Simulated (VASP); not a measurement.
A run of VASP 6.6.1:

INCAR

```
SYSTEM = MnS
PREC = Accurate ; ENCUT = 520
EDIFF = 1E-6 ; ISMEAR = 0
SIGMA = 0.05 ; LREAL = .FALSE.
LASPH = .TRUE. ; NELM = 150
ALGO = Normal ; ISIF = 2
LWAVE = .FALSE. ; LCHARG = .TRUE.
ISPIN = 2 ; MAGMOM = 2.66 2.39 0 0
LORBIT = 11 ; LMAXMIX = 4
METAGGA = R2SCAN ; LMIXTAU = .TRUE.
LELF = .TRUE. ; LVHAR = .TRUE.
```

Contents of KPOINTS:

```
regular mesh
0
G
  5 5 4
  0 0 0
```

POSCAR

```
MnS
1.0
    4.3056791600      0.0000000000      0.0000000000
    0.0000000000      4.3056791600      0.0000000000
    0.0000000000      0.0000000000      5.3605806400
Mn S
2 2
Direct
    0.0000000000      0.5000000000      0.0000000000
    0.5000000000      0.0000000000      0.5000000000
    0.0000000000      0.0000000000      0.2500000000
    0.0000000000      0.0000000000      0.7500000000
```

Potentials or basis: VASP PAW PBE potentials, release 64 (Mn_pv, S).

The run is started by

```bash
$ cat potpaw_PBE.64/Mn_pv/POTCAR potpaw_PBE.64/S/POTCAR > POTCAR
$ mpirun -np 1 vasp_std > vasp.out
```

Hardware: 1 thread of Intel(R) Xeon(R) 6975P-C (Granite Rapids) (shared host).

**Question.** How long does it take, and how much memory?

**Answer.** Run time: 2.9 min on 1 thread of Intel(R) Xeon(R) 6975P-C (Granite Rapids), on a shared host, peak memory 0.3 GiB. Counts: scf iterations 20, k points 27.
